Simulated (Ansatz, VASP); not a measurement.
## ScAl3 in VASP and in Ansatz

Contents of INCAR:

```
SYSTEM = ScAl3
  PREC = Accurate
  ENCUT = 520
  EDIFF = 1E-6
  ISMEAR = 0
  SIGMA = 0.1
  LREAL = .False.
  LASPH = .True.
  NELM = 60
  ALGO = Normal
  ISIF = 2
  LWAVE = .False.
  LCHARG = .False.
  GGA = PE
  NBANDS = 18
```

Contents of KPOINTS:

```
Automatic mesh
0
Gamma
  10 10 10
  0 0 0
```

The input POSCAR:

```
ScAl3
1.0
    3.9782792696      0.0000000000      0.0000000000
    0.0000000000      3.9782792696      0.0000000000
    0.0000000000      0.0000000000      3.9782792696
Sc Al
1 3
Direct
    0.0000000000      0.0000000000      0.0000000000
    0.5000000000      0.0000000000      0.5000000000
    0.0000000000      0.5000000000      0.5000000000
    0.5000000000      0.5000000000      0.0000000000
```

Input for Ansatz:

```yaml
crystal:
  lattice:
    - [3.9782792696, 0.0, 0.0]
    - [0.0, 3.9782792696, 0.0]
    - [0.0, 0.0, 3.9782792696]
  atoms:
    - { symbol: Sc, position: [0.0, 0.0, 0.0] }
    - { symbol: Al, position: [0.5, 0.0, 0.5] }
    - { symbol: Al, position: [0.0, 0.5, 0.5] }
    - { symbol: Al, position: [0.5, 0.5, 0.0] }
basis:
  ecutwfc: 420
kpoints:
  mp_grid: { grid: [10, 10, 10] }
hamiltonian:
  xc: pbe
scf:
  occupations: { method: gaussian, width: 0.1 }
output:
  forces: true
  stress: true
  eigenvalues: true
```

Alike in both runs: task single point; functional PBE; k mesh 10 × 10 × 10; occupations gaussian, width 0.1 eV; no spin polarisation.

|  | VASP | Ansatz |
| --- | --- | --- |
| version | VASP 6.6.1 | Ansatz 0.2.0 |
| potentials or method | VASP PAW PBE potentials, release 64 (Sc_sv, Al) | scalar-relativistic, plane waves, PAW |
| plane-wave cutoff (eV) | 520 | 420 |
| valence electrons in the cell | 20 | 20 |

```tsv
	VASP	Ansatz	Ansatz less VASP
gap on the k mesh at the Fermi level (eV)	none	none	-
pressure (GPa)	9.9	9.9	-0.05
```

A gap of «none» marks a metal or a gap that the smearing closes.
